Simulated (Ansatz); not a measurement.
Planning a run of Ansatz 0.2.0 on SiC (Moissanite). The input:

```yaml
crystal:
  lattice:
    - [3.0948261473, 0.0, 0.0]
    - [-1.5474130737, 2.6801980639, 0.0]
    - [0.0, 0.0, 15.1854387337]
  atoms:
    - { symbol: Si, position: [0.0, 0.0, -0.0002767834] }
    - { symbol: Si, position: [0.0, 0.0, 0.4997232166] }
    - { symbol: Si, position: [0.3333333333, 0.6666666667, 0.1665018643] }
    - { symbol: Si, position: [0.6666666667, 0.3333333333, 0.6665018643] }
    - { symbol: Si, position: [0.6666666667, 0.3333333333, 0.3329933979] }
    - { symbol: Si, position: [0.3333333333, 0.6666666667, 0.8329933979] }
    - { symbol: C, position: [0.3333333333, 0.6666666667, 0.0415126541] }
    - { symbol: C, position: [0.6666666667, 0.3333333333, 0.5415126541] }
    - { symbol: C, position: [0.6666666667, 0.3333333333, 0.2079986727] }
    - { symbol: C, position: [0.3333333333, 0.6666666667, 0.7079986727] }
    - { symbol: C, position: [0.0, 0.0, 0.3743701944] }
    - { symbol: C, position: [0.0, 0.0, 0.8743701944] }
kpoints:
  mp_grid: { grid: [6, 6, 2] }
  band_path:
    path:
      - [0.0, 0.0, 0.0]
      - [0.5, 0.0, 0.0]
      - [0.33333333, 0.33333333, 0.0]
      - [0.0, 0.0, 0.5]
      - [0.5, 0.0, 0.5]
      - [0.33333333, 0.33333333, 0.5]
      - [0.5, 0.0, 0.2]
      - [0.5, 0.0, 0.25]
    npoints: 1
hamiltonian:
  xc: hse06
scf:
  occupations: { method: fixed }
  n_extra_bands: 8
output:
  eigenvalues: true
```

```sh
ansatz run input.yaml --threads 3 --pin off --max-ram 92160MiB --backend cuda --events-out ev --progress --plain --runs-dir out --devices 1 --max-vram 13GiB
```

**Question.** Estimate wall time and host memory on 1 × NVIDIA H100 80GB HBM3 (shared by 6 runs) with 3 threads of AMD EPYC 7R13 (Zen 3), shared host.

It took 51 s; on shared hardware allow 25 s to 1.7 min. Peak host memory was 1.5 GiB. The sizes that set the cost: 2451 plane waves a state, 14 irreducible k points and 11 SCF cycles.

Exact exchange couples every pair of k points and filled bands, so it costs far more than a semilocal run.

[Paths, hosts, dates, memory and timing lines, banners, echoed tables and standing remarks are left out of the program output.]

[Logs are printed without paths, hosts, clocks, repeated set-up lines and the standing remarks that a program may print on its own settings, such as how far it seeks lower states.]

[Runs of the session that timed out or met a known fault of the program may be left out.]

[Cells called generated may have been cut or substituted from an entry of the Crystallography Open Database or the Materials Project.]

[Hosts, paths, dates, database ids (printed as entryN), source tags and the programs' standing remarks are cut or masked in the printed files.]
